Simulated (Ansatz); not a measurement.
I need a G0W0 quasiparticle calculation of TlCl, space group Pm-3m. Use Ansatz's Python interface. Settings: PBE, PAW, cutoff 470 eV, 4×4×4 k-points, fixed occupations.

```
Tl Cl
1.0
     3.83400    0.00000    0.00000
     0.00000    3.83400    0.00000
     0.00000    0.00000    3.83400
Tl Cl
1 1
Cartesian
  0.0000 0.0000 0.0000
  1.9170 1.9170 1.9170
```

`gw_tlcl.py`:
```python
"""One-shot GW for TlCl."""

import ansatz as az


def main() -> None:
    lattice = az.Lattice.of(
        [3.834, 0.0, 0.0],
        [0.0, 3.834, 0.0],
        [0.0, 0.0, 3.834],
    )
    sites = [
        ("Tl", [0.0, 0.0, 0.0]),
        ("Cl", [0.5, 0.5, 0.5]),
    ]
    crystal = az.Crystal(lattice=lattice)
    for symbol, position in sites:
        crystal = crystal.atom(symbol, position)

    model = (
        crystal.calculation()
        .functional(az.Functional.PBE)
        .basis(470)
        .kpoints(4, 4, 4)
        .occupations("fixed")
        .gw(empty_bands=60, screening_cutoff=80, quasiparticle_bands=("v2", "c2"))
    )
    events = []
    result = model.session().plan().execute(on_event=events.append, runs_dir="gw_run")
    gw = next(e["data"] for e in events if e["event"] == "gw_qp")
    top = gw["frontier_bands"]["highest_filled_band"]
    print(" k band    E_KS   Sigma_x  Sigma_c     Vxc      Z    E_QP (eV)")
    for qp in gw["qp"]:
        print(f"{qp['ik']:2d} {qp['band']:4d} {qp['eps_ks_ev']:7.3f} {qp['sigma_x_ev']:9.3f} {qp['sigma_c_at_ks_ev']:8.3f} {qp['vxc_ev']:8.3f} {qp['z']:6.3f} {qp['e_qp_ev']:8.3f}")
    for key, label in (("eps_ks_ev", "Kohn-Sham"), ("e_qp_ev", "G0W0")):
        filled = max(qp[key] for qp in gw["qp"] if qp["band"] <= top)
        empty = min(qp[key] for qp in gw["qp"] if qp["band"] > top)
        print(f"{label} gap on the mesh: {empty - filled:.3f} eV")
    print("static dielectric eigenvalues (RPA, this mesh):", [round(e, 3) for e in gw["screening"][0]["eps_tensor_eigenvalues"]])


if __name__ == "__main__":
    main()
```

```console
$ python gw_tlcl.py
 k band    E_KS   Sigma_x  Sigma_c     Vxc      Z    E_QP (eV)
 0    9   3.690   -20.127    3.335  -15.844  0.775    2.960
 0   10   3.690   -20.127    3.335  -15.844  0.775    2.960
 0   11  13.009    -5.132   -3.957   -9.583  0.817   13.417
 0   12  13.009    -5.132   -3.957   -9.583  0.817   13.417
 1    9   3.898   -20.534    3.321  -16.307  0.775    3.199
 1   10   4.200   -19.165    2.501  -15.841  0.788    3.555
 1   11   9.654    -8.151   -3.280  -12.228  0.820   10.304
 1   12  12.394    -7.288   -3.759  -12.234  0.818   13.349
 2    9   4.123   -21.008    3.308  -16.840  0.776    3.459
 2   10   5.222   -19.949    2.006  -17.308  0.794    4.720
 2   11   7.293    -6.858   -2.988  -10.356  0.829    7.715
 2   12  11.768    -6.611   -3.641  -11.312  0.823   12.629
 3    9   4.019   -20.725    3.317  -16.528  0.776    3.340
 3   10   4.740   -20.209    2.458  -17.018  0.788    4.164
 3   11   9.332    -7.002   -3.338  -11.060  0.826    9.924
 3   12  10.818    -8.461   -3.463  -12.925  0.810   11.621
 4    9   4.144   -20.923    3.313  -16.759  0.776    3.488
 4   10   4.211   -18.825    2.109  -15.868  0.794    3.540
 4   11   8.701    -8.442   -2.983  -12.151  0.818    9.293
 4   12  10.666    -7.958   -3.437  -12.359  0.815   11.446
 5    9   2.228   -18.224    3.366  -13.661  0.772    1.312
 5   10   4.166   -20.833    3.317  -16.676  0.775    3.518
 5   11  10.103    -8.872   -3.263  -13.129  0.809   10.902
 5   12  10.103    -8.872   -3.263  -13.129  0.809   10.902
 6    9   3.244   -19.715    3.318  -15.356  0.775    2.444
 6   10   4.600   -19.884    2.380  -16.744  0.789    4.002
 6   11  10.046    -7.556   -3.349  -11.753  0.818   10.736
 6   12  10.046    -7.556   -3.349  -11.753  0.818   10.736
 7    9   3.613   -20.572    3.348  -16.241  0.776    2.855
 7   10   3.950   -19.119    2.224  -15.985  0.792    3.233
 7   11   8.947    -8.389   -3.007  -12.182  0.817    9.587
 7   12   9.249    -6.482   -3.302  -10.482  0.827    9.824
 8    9   2.656   -19.036    3.335  -14.560  0.778    1.784
 8   10   3.642   -20.527    3.350  -16.206  0.776    2.894
 8   11   8.883    -7.666   -3.078  -11.488  0.820    9.491
 8   12   8.883    -7.666   -3.078  -11.488  0.820    9.491
 9    9   3.200   -20.435    3.410  -15.949  0.776    2.374
 9   10   3.200   -20.435    3.410  -15.949  0.776    2.374
 9   11   7.749    -6.189   -3.054   -9.799  0.830    8.210
 9   12   7.749    -6.189   -3.054   -9.799  0.830    8.210
Kohn-Sham gap on the mesh: 2.070 eV
G0W0 gap on the mesh: 2.995 eV
static dielectric eigenvalues (RPA, this mesh): [5.548, 5.548, 5.548]
```

Total energies depend on the potentials; only differences at equal settings carry meaning. A total without «per atom» is that of the whole cell that was run. Of the deposited cell: the entry's cell lengths or inner coordinates differ somewhat from later room-temperature determinations. The structure is a deposited one; some such entries were measured under pressure or heat, so a shift against it needn't be the functional's error alone. Mesh, empty bands and screening cutoff are small, so the quasiparticle gap isn't converged, and it is read on the mesh points alone. Spin-orbit coupling is left out, which matters for heavy elements. It ran for 11 s on 1 thread of Arm Neoverse V2, with other jobs on the host, peak memory 0.37 GiB.
